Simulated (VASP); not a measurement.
Computed with r2SCAN meta-GGA, VASP's PBE PAW potentials (set 64) (plane waves; VASP 6.6.1).

VASP ran on this input.

**INCAR**
```
# general
SYSTEM =CaF2(111) slab
PREC   =Normal
ENCUT  =450   # plane-wave cut-off (eV)
LREAL  =.FALSE.
LASPH  =.TRUE.   # aspherical one-centre terms

# electronic loop
EDIFF  =1E-5   # SCF stop (eV)
NELM   =100
NELMIN =4
ALGO   =Normal   # blocked Davidson
LMIXTAU=.TRUE.

# smearing
ISMEAR =0
SIGMA  =0.05   # width (eV)

# functional
METAGGA=R2SCAN

# ions
IBRION =2   # conjugate gradients
NSW    =50   # most ionic steps
ISIF   =2
EDIFFG =-0.03

# output
LWAVE  =.TRUE.
LCHARG =.FALSE.

# other
LDIPOL =.TRUE.
IDIPOL =3
DIPOL  =0.5 0.5 0.5
```

POSCAR:
```
CaF2(111) slab
1
    3.8568157038     0.0000000000    -0.0000000000
   -1.9284083514     3.3400999007     0.0000000000
   -0.0000000000    -0.0000000000    24.4317387076
F Ca
6 3
Direct
  0.6666670000   0.3333330000   0.3388840000
  0.3333330000   0.6666670000   0.4677770000
  0.0000000000   0.0000000000   0.4033300000
  0.0000000000   0.0000000000   0.5966700000
  0.6666670000   0.3333330000   0.5322230000
  0.3333330000   0.6666670000   0.6611160000
  0.3333330000   0.6666670000   0.3711070000
  0.0000000000   0.0000000000   0.5000000000
  0.6666670000   0.3333330000   0.6288930000
```

File KPOINTS:
```
Automatic
0
gamma
6 6 1
0 0 0
```

POTCAR, in this order: F Ca_sv (PBE.64 set). Program: vasp_std.

Output

OSZICAR:
```
...
DAV:  67    -0.770881556670E+02   -0.24328E-03   -0.80769E-06   412   0.225E-02    0.329E-02
DAV:  68    -0.770889149655E+02   -0.75930E-03   -0.59132E-05   620   0.625E-02    0.293E-02
DAV:  69    -0.770897540069E+02   -0.83904E-03   -0.96533E-05   644   0.731E-02    0.243E-02
DAV:  70    -0.770897527327E+02    0.12742E-05   -0.92847E-06   404   0.249E-02
   1 F= -.77089753E+02 E0= -.77089753E+02  d E =-.770898E+02
       N       E                     dE             d eps       ncg     rms          rms(c)
DAV:   1    -0.770904076735E+02   -0.65367E-03   -0.53208E-01   602   0.469E+00    0.124E-01
DAV:   2    -0.770903188431E+02    0.88830E-04   -0.14719E-02   633   0.791E-01    0.582E-02
DAV:   3    -0.770912449132E+02   -0.92607E-03   -0.29002E-03   616   0.348E-01    0.427E-02
DAV:   4    -0.770876449574E+02    0.36000E-02   -0.43089E-03   633   0.423E-01    0.209E-02
DAV:   5    -0.770914731219E+02   -0.38282E-02   -0.26417E-03   627   0.351E-01    0.718E-03
DAV:   6    -0.770918754441E+02   -0.40232E-03   -0.11967E-04   686   0.750E-02    0.591E-03
DAV:   7    -0.770915518723E+02    0.32357E-03   -0.72854E-05   632   0.777E-02    0.367E-03
DAV:   8    -0.770917121229E+02   -0.16025E-03   -0.25205E-05   485   0.480E-02    0.321E-03
DAV:   9    -0.770916772718E+02    0.34851E-04   -0.15888E-05   413   0.348E-02    0.304E-03
DAV:  10    -0.770916955942E+02   -0.18322E-04   -0.92010E-06   404   0.254E-02    0.284E-03
DAV:  11    -0.770917504263E+02   -0.54832E-04   -0.66152E-06   401   0.205E-02    0.270E-03
DAV:  12    -0.770916913268E+02    0.59099E-04   -0.63023E-06   409   0.209E-02    0.274E-03
DAV:  13    -0.770917189512E+02   -0.27624E-04   -0.34405E-06   384   0.151E-02    0.269E-03
DAV:  14    -0.770917352647E+02   -0.16314E-04   -0.18635E-06   390   0.112E-02    0.273E-03
DAV:  15    -0.770917369697E+02   -0.17050E-05   -0.11950E-06   444   0.960E-03
   2 F= -.77091737E+02 E0= -.77091737E+02  d E =-.198424E-02
       N       E                     dE             d eps       ncg     rms          rms(c)
DAV:   1    -0.770918748482E+02   -0.13958E-03   -0.20847E-02   602   0.929E-01    0.251E-02
DAV:   2    -0.770917825351E+02    0.92313E-04   -0.59215E-04   638   0.160E-01    0.115E-02
DAV:   3    -0.770917436570E+02    0.38878E-04   -0.14170E-04   616   0.854E-02    0.837E-03
DAV:   4    -0.770916818389E+02    0.61818E-04   -0.15341E-04   616   0.879E-02    0.488E-03
DAV:   5    -0.770918493077E+02   -0.16747E-03   -0.77294E-05   613   0.659E-02    0.303E-03
DAV:   6    -0.770919720900E+02   -0.12278E-03   -0.70427E-06   410   0.220E-02    0.294E-03
DAV:   7    -0.770918038989E+02    0.16819E-03   -0.98085E-06   392   0.275E-02    0.273E-03
DAV:   8    -0.770918754579E+02   -0.71559E-04   -0.36378E-06   390   0.162E-02    0.270E-03
DAV:   9    -0.770918640045E+02    0.11453E-04   -0.23514E-06   390   0.137E-02    0.270E-03
DAV:  10    -0.770918276851E+02    0.36319E-04   -0.21541E-06   378   0.126E-02    0.269E-03
DAV:  11    -0.770918323598E+02   -0.46746E-05   -0.26342E-07   434   0.404E-03
   3 F= -.77091832E+02 E0= -.77091832E+02  d E =-.207963E-02
       N       E                     dE             d eps       ncg     rms          rms(c)
DAV:   1    -0.770919187595E+02   -0.91074E-04   -0.83420E-02   602   0.186E+00    0.498E-02
DAV:   2    -0.770917605719E+02    0.15819E-03   -0.24333E-03   627   0.325E-01    0.224E-02
DAV:   3    -0.770920103654E+02   -0.24979E-03   -0.61789E-04   613   0.171E-01    0.161E-02
DAV:   4    -0.770915351670E+02    0.47520E-03   -0.64617E-04   613   0.175E-01    0.847E-03
DAV:   5    -0.770920078114E+02   -0.47264E-03   -0.36706E-04   613   0.142E-01    0.395E-03
DAV:   6    -0.770921292594E+02   -0.12145E-03   -0.21132E-05   478   0.360E-02    0.341E-03
DAV:   7    -0.770920171551E+02    0.11210E-03   -0.18737E-05   441   0.382E-02    0.291E-03
DAV:   8    -0.770920700286E+02   -0.52874E-04   -0.76262E-06   404   0.226E-02    0.276E-03
DAV:   9    -0.770920421451E+02    0.27884E-04   -0.53658E-06   399   0.206E-02    0.275E-03
DAV:  10    -0.770920629997E+02   -0.20855E-04   -0.54579E-06   384   0.201E-02    0.274E-03
DAV:  11    -0.770920394014E+02    0.23598E-04   -0.30422E-06   381   0.150E-02    0.268E-03
DAV:  12    -0.770920457837E+02   -0.63823E-05   -0.20030E-06   390   0.115E-02
   4 F= -.77092046E+02 E0= -.77092046E+02  d E =-.229305E-02
       N       E                     dE             d eps       ncg     rms          rms(c)
DAV:   1    -0.770914478649E+02    0.59154E-03   -0.33378E-01   602   0.372E+00    0.998E-02
DAV:   2    -0.770909624763E+02    0.48539E-03   -0.95069E-03   635   0.636E-01    0.446E-02
DAV:   3    -0.770918977638E+02   -0.93529E-03   -0.20638E-03   621   0.299E-01    0.319E-02
DAV:   4    -0.770891872191E+02    0.27105E-02   -0.28891E-03   632   0.356E-01    0.163E-02
DAV:   5    -0.770919120293E+02   -0.27248E-02   -0.17136E-03   621   0.285E-01    0.602E-03
DAV:   6    -0.770922548327E+02   -0.34280E-03   -0.88632E-05   686   0.652E-02    0.499E-03
DAV:   7    -0.770920476391E+02    0.20719E-03   -0.61161E-05   620   0.691E-02    0.344E-03
DAV:   8    -0.770921762130E+02   -0.12857E-03   -0.22679E-05   440   0.423E-02    0.300E-03
DAV:   9    -0.770920843411E+02    0.91872E-04   -0.17661E-05   418   0.355E-02    0.289E-03
DAV:  10    -0.770921188165E+02   -0.34475E-04   -0.14582E-05   398   0.301E-02    0.285E-03
DAV:  11    -0.770921073922E+02    0.11424E-04   -0.67876E-06   395   0.207E-02    0.273E-03
DAV:  12    -0.770921047690E+02    0.26232E-05   -0.44154E-06   384   0.172E-02
   5 F= -.77092105E+02 E0= -.77092105E+02  d E =-.235204E-02
       N       E                     dE             d eps       ncg     rms          rms(c)
DAV:   1    -0.770920286072E+02    0.78785E-04   -0.67491E-02   602   0.167E+00    0.448E-02
DAV:   2    -0.770919438303E+02    0.84777E-04   -0.17561E-03   682   0.274E-01    0.205E-02
DAV:   3    -0.770921508695E+02   -0.20704E-03   -0.27370E-04   635   0.122E-01    0.145E-02
DAV:   4    -0.770918012765E+02    0.34959E-03   -0.35242E-04   635   0.128E-01    0.776E-03
DAV:   5    -0.770921932342E+02   -0.39196E-03   -0.13813E-04   613   0.826E-02    0.357E-03
DAV:   6    -0.770921596219E+02    0.33612E-04   -0.10916E-05   398   0.268E-02    0.334E-03
DAV:   7    -0.770922148160E+02   -0.55194E-04   -0.12994E-05   386   0.299E-02    0.280E-03
DAV:   8    -0.770921798395E+02    0.34977E-04   -0.81557E-06   428   0.237E-02    0.272E-03
DAV:   9    -0.770922084234E+02   -0.28584E-04   -0.75944E-06   386   0.232E-02    0.278E-03
DAV:  10    -0.770921938553E+02    0.14568E-04   -0.42094E-06   378   0.173E-02    0.273E-03
DAV:  11    -0.770922124684E+02   -0.18613E-04   -0.26876E-06   390   0.132E-02    0.269E-03
DAV:  12    -0.770921821188E+02    0.30350E-04   -0.17721E-06   378   0.116E-02    0.268E-03
DAV:  13    -0.770921622558E+02    0.19863E-04   -0.12302E-06   378   0.945E-03    0.268E-03
DAV:  14    -0.770921646693E+02   -0.24135E-05   -0.18651E-07   384   0.356E-03
   6 F= -.77092165E+02 E0= -.77092165E+02  d E =-.241194E-02
       N       E                     dE             d eps       ncg     rms          rms(c)
DAV:   1    -0.770921944573E+02   -0.32201E-04   -0.37461E-01   602   0.354E+00    0.708E-02
DAV:   2    -0.770915115632E+02    0.68289E-03   -0.89575E-03   602   0.566E-01    0.337E-02
DAV:   3    -0.770926700480E+02   -0.11585E-02   -0.21421E-03   602   0.296E-01    0.282E-02
DAV:   4    -0.770920243626E+02    0.64569E-03   -0.80141E-04   602   0.192E-01    0.135E-02
DAV:   5    -0.770926788095E+02   -0.65445E-03   -0.58796E-04   602   0.184E-01    0.546E-03
DAV:   6    -0.770927511243E+02   -0.72315E-04   -0.79265E-05   692   0.687E-02    0.566E-03
DAV:   7    -0.770928138012E+02   -0.62677E-04   -0.94217E-06   456   0.273E-02    0.401E-03
DAV:   8    -0.770928307842E+02   -0.16983E-04   -0.83745E-06   422   0.285E-02    0.329E-03
DAV:   9    -0.770928238846E+02    0.68996E-05   -0.11090E-05   401   0.298E-02
   7 F= -.77092824E+02 E0= -.77092824E+02  d E =-.659215E-03
```

### OUTCAR
```
------------------------ aborting loop because EDIFF is reached ----------------------------------------
  FORCE on cell =-STRESS in cart. coord.  units (eV):
  Direction    XX          YY          ZZ          XY          YZ          ZX
  --------------------------------------------------------------------------------------
  Total       -4.4208534     -4.4208521     -1.7009530      0.0000007     -0.0000000      0.0000000
  in kB      -22.5047388    -22.5047324     -8.6588493      0.0000034     -0.0000000      0.0000000
  external PRESSURE =     -17.8894402 kB  Pullay stress =       0.0000000 kB
  volume of cell :      314.73
      direct lattice vectors                 reciprocal lattice vectors
     3.856815704  0.000000000  0.000000000     0.259281251  0.149696160  0.000000000
    -1.928408351  3.340099901  0.000000000     0.000000000  0.299392243  0.000000000
     0.000000000  0.000000000 24.431738708     0.000000000  0.000000000  0.040930366
 POSITION                                       TOTAL-FORCE (eV/Angst)
 -----------------------------------------------------------------------------------
      1.92841      1.11337      8.26979         0.000000      0.000000     -0.016814
     -0.00000      2.22673     11.42141         0.000000      0.000000      0.012061
      1.92841      3.34010      9.86275        -0.000000      0.000000      0.020157
      3.85682      0.00000     14.56899         0.000000     -0.000000     -0.020157
      1.92841      1.11337     13.01033        -0.000000      0.000000     -0.012061
     -0.00000      2.22673     16.16195        -0.000000     -0.000000      0.016814
     -0.00000      2.22673      9.07316        -0.000000      0.000000     -0.024220
      3.85682      0.00000     12.21587        -0.000000      0.000000      0.000000
      1.92841      1.11337     15.35858         0.000000      0.000000      0.024220
 -----------------------------------------------------------------------------------
    total drift:                                0.000000     -0.000000      0.000000
  FREE ENERGIE OF THE ION-ELECTRON SYSTEM (eV)
  ---------------------------------------------------
  free  energy   TOTEN  =       -77.0928238846 eV

  energy  without entropy=      -77.0928238846  energy(sigma->0) =      -77.09282388

 reached required accuracy - stopping structural energy minimisation
```
(Selected blocks of OUTCAR.)

### CONTCAR
```
CaF2(111) slab
   1.00000000000000
     3.8568157038000002    0.0000000000000000    0.0000000000000000
    -1.9284083514000001    3.3400999006999998    0.0000000000000000
     0.0000000000000000    0.0000000000000000   24.4317387076000010
  F               Ca
     6     3
Direct
     0.6666669999999968    0.3333330000000032    0.3384853962634667
     0.3333330000000032    0.6666669999999968    0.4674823679569659
     1.0000000000000000    1.0000000000000000    0.4036860782681524
     1.0000000000000000    0.0000000000000000    0.5963139217318475
     0.6666669999999968    0.3333330000000032    0.5325176320430342
     0.3333330000000032    0.6666669999999968    0.6615146037365333
     0.3333330000000032    0.6666669999999968    0.3713676153924893
     1.0000000000000000    0.0000000000000000    0.5000000000000000
     0.6666669999999968    0.3333330000000032    0.6286323846075106
```

At this cut-off the stress carries a Pulay error, which pulls relaxed volumes low.

The cell is a thin slab with vacuum, built from CaF2 (fluorite): (111) face.
